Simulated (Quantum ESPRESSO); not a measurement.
Moving the dispersion correction in Sb

The cell as given:

It takes space group Fm-3m (No. 225, cubic). Conventional cell: a = 4.742 Å, b = 4.742 Å, c = 4.742 Å, α = 90.00°, β = 90.00°, γ = 90.00°. Sb (site symmetry m-3m) is surrounded by 12 Sb at 3.35 Å.

This isn't the form of Sb at room conditions, which is rhombohedral.

Kept alike: task relaxation of cell and atoms; functional PBEsol; k mesh 10 × 10 × 10; occupations fermi-dirac, width 0.05 eV; no spin polarisation. Program: Quantum ESPRESSO, GBRV 1.5 PBEsol, cutoff 612 eV. The mesh is that of the run's cell of 1 atom. No spin-orbit coupling.

```csv
dispersion correction,volume (Å³/atom)
D3(zero),25.604
D3(BJ),24.930
none,26.088
rVV10,25.211
```

The relaxations keep at least the cell's symmetry (Fm-3m). For a metal such a mesh leaves the last digits unconverged. Relaxations stop with a little pressure left, so the last digits of a volume or edge aren't settled. Runs of this series that gave no sound value for these columns are left out.

**Question.** What does the dispersion correction change here?

**Answer.** The volume runs from 24.930 (D3(BJ)) to 26.088 Å³/atom (none). Against no correction: D3(zero) -1.9 %; D3(BJ) -4.4 %; rVV10 -3.4 %. Dispersion terms mostly attract and so lower the volume; the schemes' coefficients and damping set how far.
